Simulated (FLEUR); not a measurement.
Entries from a set of simulations; values are calculated unless marked as measured.

```cif
data_copd
_symmetry_space_group_name_H-M 'P 1'
_symmetry_Int_Tables_number 1
_cell_length_a 2.7528
_cell_length_b 2.7528
_cell_length_c 15.7632
_cell_angle_alpha 90.000
_cell_angle_beta 90.000
_cell_angle_gamma 90.000
_cell_volume 119.45
loop_
_atom_site_label
_atom_site_type_symbol
_atom_site_fract_x
_atom_site_fract_y
_atom_site_fract_z
_atom_site_occupancy
Pd1 Pd 0.00000 0.00000 0.44407 1
Co2 Co 0.50000 0.50000 0.55593 1
_calc_subject '1 ML Co on Pd(001), 1 substrate layers: which magnetic order is lowest'
_calc_method 'LDA (VWN); all-electron FLAPW film, Dirac cores, scalar-relativistic bands (and 1 further level or step)'
_calc_program 'FLEUR MaX-R8.1'
_calc_settings_of_one_run 'kmax 3.6 1/bohr, gmax 10.8 1/bohr, muffin tin radii Pd: 2.36, Co: 2.36 bohr, lmax Pd: [8, 6], Co: [8, 6], hist occupations, smearing width 0.08 eV, mixer Anderson, mixing 0.03, max iterations 120, stop 2.00e-5 me/bohr³, film mode on, collinear spin, 10×10×1 k-mesh, mesh matched on, starting moments 0 2 μB'
_calc_cost '5 runs, 3.3 min in all on 4 MPI ranks of Intel Xeon 6975P-C (Granite Rapids), shared host (the runs of this entry)'
_calc_notes 'The run is spin-polarised, with a total moment of 2.38 μB a cell. This is the lowest of 4 finished starts, no proof of the ground state. With one substrate layer the cell is a free-standing, unrelaxed film and no surface.'
_calc_lowest_state_found 'ferromagnetic (initial ferro +)'
_calc_largest_site_spin_moment '2.09 μB'
_calc_next_finished_state 'antiferromagnetic, 175 meV a seeded atom higher'
_calc_energy_gained_by_spin_polarisation '512 meV a seeded atom'
_calc_orbital_moment_on_the_atom_of_largest_spin_along_its_spin_spin_orbit_run '0.155 μB'
```

[Logs and program files are shortened in this print: banners, set-up blocks, solver, clock and traceback lines can be left out without a mark of their own.]

[Logs are printed without paths, hosts, clocks, repeated set-up lines and the standing remarks that a program may print on its own settings, such as how far it seeks lower states.]

[Hosts, paths, dates, database ids (printed as entryN), source tags and the programs' standing remarks are cut or masked in the printed files.]

[Where a cell is said to come from a database of computed structures, the database is the Materials Project.]
